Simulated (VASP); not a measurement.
# MoSe2 (P6_3/mmc) in VASP: settings compared, part 2 of 2

VASP 6.6.1.

**3. Band structure, LDA**

Input file INCAR:

```
SYSTEM = MoSe2
ALGO = Fast
EDIFF = 1E-6
ENCUT = 450
ISIF = 2
ISMEAR = 0
KPAR = 4
LASPH = .TRUE.
LCHARG = .FALSE.
LMAXMIX = 4
LREAL = .FALSE.
LWAVE = .FALSE.
NBANDS = 35
NELM = 120
PREC = Accurate
SIGMA = 0.02
```

Input file KPOINTS:

```
k-points
0
G
  12 12 4
  0 0 0
```

Input file POSCAR:

```
MoSe2                                   
1.0
    3.2784556598      0.0000000000      0.0000000000
   -1.6392278299      2.8392258566      0.0000000000
    0.0000000000      0.0000000000     12.7295169218
  Mo              Se            
     2     4
Direct
     0.6666666699999979    0.3333333300000021    0.7500000000000000
     0.3333333300000021    0.6666666699999979    0.2500000000000000
     0.3333333300000021    0.6666666699999979    0.8816382259161557
     0.6666666699999979    0.3333333300000021    0.3816382259161557
     0.3333333300000021    0.6666666699999979    0.6183617740838443
     0.6666666699999979    0.3333333300000021    0.1183617740838443
```

Input file KPOINTS_OPT:

```
path GMKGALHA,LM,KH
15
line-mode
reciprocal
 0.0000000000  0.0000000000  0.0000000000  G
 0.5000000000  0.0000000000  0.0000000000  M

 0.5000000000  0.0000000000  0.0000000000  M
 0.3333333333  0.3333333333  0.0000000000  K

 0.3333333333  0.3333333333  0.0000000000  K
 0.0000000000  0.0000000000  0.0000000000  G

 0.0000000000  0.0000000000  0.0000000000  G
 0.0000000000  0.0000000000  0.5000000000  A

 0.0000000000  0.0000000000  0.5000000000  A
 0.5000000000  0.0000000000  0.5000000000  L

 0.5000000000  0.0000000000  0.5000000000  L
 0.3333333333  0.3333333333  0.5000000000  H

 0.3333333333  0.3333333333  0.5000000000  H
 0.0000000000  0.0000000000  0.5000000000  A

 0.5000000000  0.0000000000  0.5000000000  L
 0.5000000000  0.0000000000  0.0000000000  M

 0.3333333333  0.3333333333  0.0000000000  K
 0.3333333333  0.3333333333  0.5000000000  H
```

Potentials or basis: VASP PAW LDA potentials, release 64 (Mo_sv, Se).

Started as:

```bash
cat potpaw_LDA.64/Mo_sv/POTCAR potpaw_LDA.64/Se/POTCAR > POTCAR
mpirun -np 4 vasp_std > vasp.out
```

OUTCAR:

```text
SYSTEM = MoSe2
   EDIFF = 1E-6
   ENCUT = 450
   ISIF = 2
   ISMEAR = 0
   LASPH = .TRUE.
   LREAL = .FALSE.
   NELM = 120
   PREC = Accurate

 ion  position               nearest neighbor table
   1  0.667  0.333  0.750-   3 2.53   5 2.53   3 2.53   5 2.53   3 2.53   5 2.53
   2  0.333  0.667  0.250-   4 2.53   6 2.53   4 2.53   6 2.53   4 2.53   6 2.53
   3  0.333  0.667  0.882-   1 2.53   1 2.53   1 2.53
   4  0.667  0.333  0.382-   2 2.53   2 2.53   2 2.53
   5  0.333  0.667  0.618-   1 2.53   1 2.53   1 2.53
   6  0.667  0.333  0.118-   2 2.53   2 2.53   2 2.53

  LATTYP: Found a hexagonal cell.
 ALAT       =     3.2784556598
 C/A-ratio  =     3.8827784307

  Lattice vectors:

 A1 = (   3.2784556598,   0.0000000000,   0.0000000000)
 A2 = (  -1.6392278299,   2.8392258566,   0.0000000000)
 A3 = (   0.0000000000,   0.0000000000,  12.7295169218)

Analysis of symmetry for initial positions (statically):
=====================================================================
 Subroutine PRICEL returns:
 Original cell was already a primitive cell.

 Routine SETGRP: Setting up the symmetry group for a
 hexagonal supercell.

 Subroutine GETGRP returns: Found 24 space group operations
 (whereof 12 operations were pure point group operations)
 out of a pool of 24 trial point group operations.

The static configuration has the point symmetry D_3d.
 The point group associated with its full space group is D_6h.

Analysis of symmetry for dynamics (positions and initial velocities):
=====================================================================
 Subroutine PRICEL returns:
 Original cell was already a primitive cell.

 Routine SETGRP: Setting up the symmetry group for a
 hexagonal supercell.

 Subroutine GETGRP returns: Found 24 space group operations
[... 126 lines left out ...]
   EFERMI =   0.00;   METHOD = LEGACY
   ISMEAR =     0;   SIGMA  =   0.02  broadening in eV -4-tet -1-fermi 0-gaus
   EFERMI_NEDOS =   21; number of points for ismear=-14 and -15
   IALGO  =     68    algorithm
   IMIX   =      4    mixing-type and parameters
     AMIX     =   0.40;   BMIX     =  1.00
     AMIX_MAG =   1.60;   BMIX_MAG =  1.00
  volume/ion in A,a.u.               =      19.75       133.27
  Fermi-wavevector in a.u.,A,eV,Ry     =   1.244082  2.350973 21.058270  1.547739
  Thomas-Fermi vector in A             =   2.378364
   LORBIT       =      0    0 simple, 1 ext, 2 COOP (PROOUT), +10 PAW based schemes
   GGA     = CA    functional components
   LHFCALC =     F    Hartree Fock is set to
   AEXX    =    0.0000 exact exchange contribution
   IVDW    =     0    specifies the selected vdW correction
   LEPSILON=     F    determine dielectric tensor
   LRPA    =     F    only Hartree local field effects (RPA)
 non-spin polarized calculation
 RMM-DIIS sequential band-by-band and
 Gauss-broadening in eV      SIGMA  =   0.02
  energy-cutoff  :      450.00
  volume of cell :      118.49
 maximum number of plane-waves:      2600
 NGX is ok and might be reduce to    24
   NGX = 11   NGY = 11   NGZ = 45

 number of electron      52.0000005 magnetization

 Free energy of the ion-electron system (eV)
  ---------------------------------------------------
  ext. energy  EPLUGINS =         0.00000000
  ---------------------------------------------------
  free energy    TOTEN  =       -45.23715770 eV

  energy without entropy =      -45.23715770  energy(sigma->0) =      -45.23715770

 E-fermi :   6.9548     XC(G=0): -11.0817

 val. band max:        6.7145705076   @ k =   0.0000   0.0000   0.0000
 cond. band min:       7.4264762336   @ k =   0.1667   0.1667   0.0000
 fundamental gap:      0.7119057259
 Fermi energy:         6.9548360701

 k-point     1 :       0.0000    0.0000    0.0000
  band No.  band energies     occupation
      1     -54.1473      2.00000
      2     -54.1472      2.00000
      3     -28.5137      2.00000
      4     -28.5135      2.00000
      5     -28.3014      2.00000
      6     -28.3014      2.00000
[... 901 lines left out ...]
     34      10.3801      0.00000
     35      12.7972      0.00000

 [... further k-points ...]
[... 5 lines left out ...]
  --------------------------------------------------------------------------------------
  -------------------------------------------------------------------------------------
  Total       -2.3546792     -2.3546792     -2.7255000      0.0000000      0.0000000      0.0000000
  in kB      -31.8391273    -31.8391266    -36.8532329      0.0000000      0.0000000      0.0000000
  external PRESSURE =     -33.5104956 kB  Pullay stress =       0.0000000 kB

 VOLUME and BASIS-vectors are now :
 -----------------------------------------------------------------------------
  energy-cutoff  :      450.00
  volume of cell :      118.49
      direct lattice vectors                 reciprocal lattice vectors
     3.278455660  0.000000000  0.000000000     0.305021664  0.176104342  0.000000000
    -1.639227830  2.839225857  0.000000000     0.000000000  0.352208683  0.000000000
     0.000000000  0.000000000 12.729516922     0.000000000  0.000000000  0.078557577

 POSITION                                       TOTAL-FORCE (eV/Angst)
 -----------------------------------------------------------------------------------
      1.63923      0.94641      9.54714         0.000000     -0.000000      0.000000
     -0.00000      1.89282      3.18238        -0.000000      0.000000      0.000000
     -0.00000      1.89282     11.22283        -0.000000      0.000000     -0.415603
      1.63923      0.94641      4.85807         0.000000     -0.000000     -0.415603
     -0.00000      1.89282      7.87145        -0.000000      0.000000      0.415603
      1.63923      0.94641      1.50669         0.000000     -0.000000      0.415603
 -----------------------------------------------------------------------------------
    total drift:                               -0.000013      0.000008     -0.000000

  FREE ENERGIE OF THE ION-ELECTRON SYSTEM (eV)
  ---------------------------------------------------
  free  energy   TOTEN  =       -45.2371577048 eV

  energy  without entropy=      -45.2371577048  energy(sigma->0) =      -45.23715770
```

It took 3.1 min on 4 MPI ranks of Intel Xeon Platinum 8259CL at 2.50GHz (Skylake/Cascade Lake), shared host; peak memory 0.37 GiB.

Results:

```
Free energy             : -45.2372 eV
Pressure                : -3.4 GPa
Largest force           : 0.416 eV/Å
Band gap on the k mesh  : 0.71 eV, indirect (least direct gap 1.46 eV)
Band gap along the path : 0.68 eV, indirect (least direct gap 1.46 eV)
```

Forces in eV/Å, atoms in the order of the input:
```
Mo   0.000  0.000  0.000
Mo   0.000  0.000  0.000
Se   0.000  0.000 -0.416
Se   0.000  0.000 -0.416
Se   0.000  0.000  0.416
Se   0.000  0.000  0.416
```

Stress tensor (GPa, compression positive):
```
-3.18  0.00  0.00
 0.00 -3.18  0.00
 0.00  0.00 -3.69
```

Levels at the corners of the path, in eV from the valence-band top:
```csv
point,band 23,band 24,band 25,band 26,band 27,band 28,band 29,band 30
Γ,-1.49,-1.22,-0.66,0.00,2.44,2.44,2.53,2.53
M,-1.24,-1.19,-1.13,-0.87,1.53,1.59,1.75,2.15
M,-1.24,-1.19,-1.13,-0.87,1.53,1.59,1.75,2.15
K,-2.37,-2.37,-0.57,-0.32,1.14,1.14,1.43,2.61
K,-2.37,-2.37,-0.57,-0.32,1.14,1.14,1.43,2.61
Γ,-1.49,-1.22,-0.66,0.00,2.44,2.44,2.53,2.53
Γ,-1.49,-1.22,-0.66,0.00,2.44,2.44,2.53,2.53
A,-1.52,-1.52,-0.16,-0.16,2.46,2.46,2.46,2.46
A,-1.52,-1.52,-0.16,-0.16,2.46,2.46,2.46,2.46
L,-1.17,-1.17,-1.03,-1.03,1.55,1.55,1.97,1.97
L,-1.17,-1.17,-1.03,-1.03,1.55,1.55,1.97,1.97
H,-2.62,-2.62,-0.47,-0.47,1.15,1.15,2.00,2.00
H,-2.62,-2.62,-0.47,-0.47,1.15,1.15,2.00,2.00
A,-1.52,-1.52,-0.16,-0.16,2.46,2.46,2.46,2.46
L,-1.17,-1.17,-1.03,-1.03,1.55,1.55,1.97,1.97
M,-1.24,-1.19,-1.13,-0.87,1.53,1.59,1.75,2.15
K,-2.37,-2.37,-0.57,-0.32,1.14,1.14,1.43,2.61
H,-2.62,-2.62,-0.47,-0.47,1.15,1.15,2.00,2.00
```

**4. Band structure, PBE**

INCAR: that of step 3 with these lines changed.

```diff
@@ -4,2 +4,3 @@
 ENCUT = 450
+GGA = PE
 ISIF = 2
```

KPOINTS is that of step 3.

POSCAR is that of step 3.

KPOINTS_OPT is that of step 3.

Potentials or basis: VASP PAW PBE potentials, release 64 (Mo_sv, Se).

Started as:

```bash
cat potpaw_PBE.64/Mo_sv/POTCAR potpaw_PBE.64/Se/POTCAR > POTCAR
mpirun -np 4 vasp_std > vasp.out
```

Wall time 2.3 min (4 MPI ranks of Intel Xeon Platinum 8259CL at 2.50GHz (Skylake/Cascade Lake), shared host); peak memory 0.4 GiB.

The run converged. Its results:

- Free energy: -39.8101 eV
- Pressure: 3.9 GPa
- Band gap on the k mesh: 0.77 eV, indirect (least direct gap 1.46 eV)
- Band gap along the path: 0.73 eV, indirect (least direct gap 1.46 eV)

Levels at the corners of the path, in eV from the valence-band top:
```tsv
point	band 24	band 25	band 26	band 27	band 28	band 29
Γ	-1.19	-0.68	0.00	2.46	2.46	2.55
M	-1.19	-1.12	-0.87	1.55	1.61	1.78
M	-1.19	-1.12	-0.87	1.55	1.61	1.78
K	-2.39	-0.54	-0.29	1.16	1.16	1.50
K	-2.39	-0.54	-0.29	1.16	1.16	1.50
Γ	-1.19	-0.68	0.00	2.46	2.46	2.55
Γ	-1.19	-0.68	0.00	2.46	2.46	2.55
A	-1.51	-0.16	-0.16	2.48	2.48	2.48
A	-1.51	-0.16	-0.16	2.48	2.48	2.48
L	-1.17	-1.03	-1.03	1.57	1.57	2.00
L	-1.17	-1.03	-1.03	1.57	1.57	2.00
H	-2.63	-0.44	-0.44	1.17	1.17	2.05
H	-2.63	-0.44	-0.44	1.17	1.17	2.05
A	-1.51	-0.16	-0.16	2.48	2.48	2.48
L	-1.17	-1.03	-1.03	1.57	1.57	2.00
M	-1.19	-1.12	-0.87	1.55	1.61	1.78
K	-2.39	-0.54	-0.29	1.16	1.16	1.50
H	-2.63	-0.44	-0.44	1.17	1.17	2.05
```

Caveat: this functional lacks dispersion, which binds the layers, so the pressure and a relaxed spacing across them are unreliable. PBE gaps usually lie below the measured ones, often by a third to a half.

**5. Band structure, r2SCAN**

Input file INCAR:

```
SYSTEM = MoSe2
ALGO = Normal
EDIFF = 1E-6
ENCUT = 450
ISIF = 2
ISMEAR = 0
KPAR = 4
LASPH = .TRUE.
LCHARG = .FALSE.
LMAXMIX = 4
LMIXTAU = .TRUE.
LREAL = .FALSE.
LWAVE = .FALSE.
METAGGA = R2SCAN
NBANDS = 35
NELM = 120
PREC = Accurate
SIGMA = 0.02
```

KPOINTS is that of step 4.

POSCAR is that of step 4.

KPOINTS_OPT is that of step 4.

Started as:

```bash
cat potpaw_PBE.64/Mo_sv/POTCAR potpaw_PBE.64/Se/POTCAR > POTCAR
mpirun -np 4 vasp_std > vasp.out
```

Run time: 8 min. Hardware: 4 MPI ranks of Intel Xeon Platinum 8259CL at 2.50GHz (Skylake/Cascade Lake), shared host; peak memory 0.39 GiB.

It converged, with:

```yaml
Free_energy: -113.7726 eV
Pressure: 2.6 GPa
Largest_force: 0.275 eV/Å
Band_gap_on_the_k_mesh: 0.88 eV, indirect (least direct gap 1.56 eV)
Band_gap_along_the_path: 0.85 eV, indirect (least direct gap 1.56 eV)
```

Forces in eV/Å, atoms in the order of the input:
```
Mo   0.000  0.000  0.000
Mo   0.000  0.000  0.000
Se   0.000  0.000 -0.275
Se   0.000  0.000 -0.275
Se   0.000  0.000  0.275
Se   0.000  0.000  0.275
```

Stress tensor (GPa, compression positive):
```
3.19 0.00 0.00
0.00 3.19 0.00
0.00 0.00 1.42
```

Levels at the corners of the path, in eV from the valence-band top:
```tsv
point	band 22	band 23	band 24	band 25	band 26	band 27	band 28	band 29	band 30	band 31
Γ	-1.59	-1.59	-1.21	-0.80	0.00	2.57	2.57	2.66	2.66	2.69
M	-2.41	-1.33	-1.29	-1.17	-1.00	1.65	1.71	1.90	2.28	2.91
M	-2.41	-1.33	-1.29	-1.17	-1.00	1.65	1.71	1.90	2.28	2.91
K	-3.91	-2.56	-2.56	-0.56	-0.33	1.24	1.24	1.65	2.80	2.80
K	-3.91	-2.56	-2.56	-0.56	-0.33	1.24	1.24	1.65	2.80	2.80
Γ	-1.59	-1.59	-1.21	-0.80	0.00	2.57	2.57	2.66	2.66	2.69
Γ	-1.59	-1.59	-1.21	-0.80	0.00	2.57	2.57	2.66	2.66	2.69
A	-1.63	-1.63	-1.63	-0.19	-0.19	2.58	2.58	2.58	2.58	2.85
A	-1.63	-1.63	-1.63	-0.19	-0.19	2.58	2.58	2.58	2.58	2.85
L	-2.60	-1.22	-1.22	-1.17	-1.17	1.67	1.67	2.11	2.11	3.42
L	-2.60	-1.22	-1.22	-1.17	-1.17	1.67	1.67	2.11	2.11	3.42
H	-3.31	-2.80	-2.80	-0.46	-0.46	1.24	1.24	2.20	2.20	2.86
H	-3.31	-2.80	-2.80	-0.46	-0.46	1.24	1.24	2.20	2.20	2.86
A	-1.63	-1.63	-1.63	-0.19	-0.19	2.58	2.58	2.58	2.58	2.85
L	-2.60	-1.22	-1.22	-1.17	-1.17	1.67	1.67	2.11	2.11	3.42
M	-2.41	-1.33	-1.29	-1.17	-1.00	1.65	1.71	1.90	2.28	2.91
K	-3.91	-2.56	-2.56	-0.56	-0.33	1.24	1.24	1.65	2.80	2.80
H	-3.31	-2.80	-2.80	-0.46	-0.46	1.24	1.24	2.20	2.20	2.86
```

Caveat: the PAW data sets were made with another functional, which shifts forces and pressure a little.

**6. Summary**

| task | level | potentials or basis | k mesh | gap on the mesh (eV) | pressure (GPa) | largest force (eV/Å) |
| --- | --- | --- | --- | --- | --- | --- |
| dielectric tensor | PBE | VASP PAW PBE potentials, release 64 (Mo_sv, Se) | 11 × 11 × 3 | 0.73 | - | - |
| band structure | LDA | VASP PAW LDA potentials, release 64 (Mo_sv, Se) | 12 × 12 × 4 | 0.71 | -3.4 | 0.42 |
| band structure | PBE | VASP PAW PBE potentials, release 64 (Mo_sv, Se) | 12 × 12 × 4 | 0.77 | 3.9 | - |
| band structure | r2SCAN | VASP PAW PBE potentials, release 64 (Mo_sv, Se) | 12 × 12 × 4 | 0.88 | 2.6 | 0.28 |

Alike in all rows: no spin polarisation; cell as given; cutoff (eV) 450; smearing gaussian 0.02 eV.

Caveats: this functional lacks dispersion, which binds the layers, so the pressure and a relaxed spacing across them are unreliable (some runs); an odd mesh through Γ misses points on the zone boundary, where band edges often lie (some runs); the PAW data sets were made with another functional, which shifts forces and pressure a little (some runs).

Total energies depend on the potentials used, so only differences within one code and one set of settings carry meaning.
